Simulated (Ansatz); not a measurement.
## Zone-centre phonons of InSb at 6 GPa: input and output

All numbers below come from DFT PBEsol, scalar-relativistic, plane waves, PAW in Ansatz 0.2.0.

Launched with:
```bash
ansatz run input.yaml --threads 1 --pin off --max-ram 3072MiB --backend cpu --events-out ev --progress --plain --runs-dir out
```

Input (bare energies are in eV):
```yaml
crystal:
  lattice:
    - [0.0, 3.1443319676, 3.1443319676]
    - [3.1443319676, 0.0, 3.1443319676]
    - [3.1443319676, 3.1443319676, 0.0]
  atoms:
    - { symbol: In, position: [0.0, 0.0, 0.0] }
    - { symbol: Sb, position: [0.75, 0.75, 0.75] }
basis:
  ecutwfc: 420
kpoints:
  mp_grid: { grid: [12, 12, 12] }
hamiltonian:
  xc: pbesol
scf:
  occupations: { method: fermi_dirac, width: 0.15 }
output:
  eigenvalues: true
phonons:
  method: dfpt
  eigenvectors: true
```

The end of the output:
```
--- Phonons (Γ-DFPT): 2 representative perturbations + reference, on 163 of 1728 k-points (Σ response iterations 6) ---
  k mesh reduced under 8 symmetry operations, with k and −k counted as one. Each operation leaves every solved displacement unchanged or reverses it
  ASR residual: 1.089e-4 → 0.000e0 eV/Å²; symmetrization residual: 2.062e-5 eV/Å²
  ASR residual per site (eV/Å²): 1.09e-4 2.00e-5
  Γ frequencies (cm⁻¹): 0.00 0.00 0.00 199.44 199.44 199.44
  non-analytic LO–TO correction: not included (Born effective charges unavailable; polar crystals: no LO–TO splitting at Γ)
```

The run took 63 s on 1 thread of Intel(R) Xeon(R) Platinum 8259CL CPU @ 2.50GHz (Skylake/Cascade Lake), with other jobs on the host, peak memory 0.9 GiB.

With next to no gap, frequencies and elastic constants depend on the k mesh and the smearing, soft modes and shear constants most. The real crystal has changed phase below this pressure.

On the mesh the filled and empty bands stay 0.25 eV apart, little enough for the smearing to populate both, so at this level the crystal is a narrow-gap semiconductor or semimetal, not an ordinary metal; spin–orbit coupling, left out, can open or move such a gap.